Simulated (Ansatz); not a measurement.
**Ionic part of the dielectric constant of KI at -1 GPa, mode by mode**

Method: DFT PBEsol, scalar-relativistic, plane waves, PAW in Ansatz. Settings: 420 eV plane-wave cutoff, Γ-centred 6×6×6 mesh, fixed occupations. No spin polarisation. Phonons by linear response, acoustic sum rule imposed.

The structure is cubic, space group Fm-3m (No. 225). The conventional cell has a = 7.257 Å, b = 7.257 Å, c = 7.257 Å, α = 90.00°, β = 90.00°, γ = 90.00°. K (site symmetry m-3m) is surrounded by 6 I at 3.63 Å. Around I (site symmetry m-3m) lie 6 K at 3.63 Å.

Spin–orbit coupling is left out, which matters for heavy elements.

The primitive cell has V = 95.54 Å³ and ε∞,zz = 2.790. Each polar mode adds Δε = (4.92064×10⁷/V)·S/ν² along z, with S its oscillator strength in e²/amu, ν in cm⁻¹ and V in Å³.

Q: From these modes, find each Δε and ε0,zz.
```json
{"ν (cm⁻¹)": "74.2", "S_zz (e²/amu)": "0.04559"}
```

A:
| ν (cm⁻¹) | Δε |
| --- | --- |
| 74.2 | 4.26 |

The sum is 4.264, so ε0,zz = 7.05; the run's tensor has 7.05.

Q: Where do the longitudinal modes lie for a wave vector along z?

A: At 118 cm⁻¹. The Lyddane–Sachs–Teller product Π(ν_LO/ν_TO)² = 2.53 matches ε0/ε∞ = 2.53.

Cost: 1 run of about 0.42 core-minutes, on Intel Xeon 6975P-C (Granite Rapids) (shared hosts).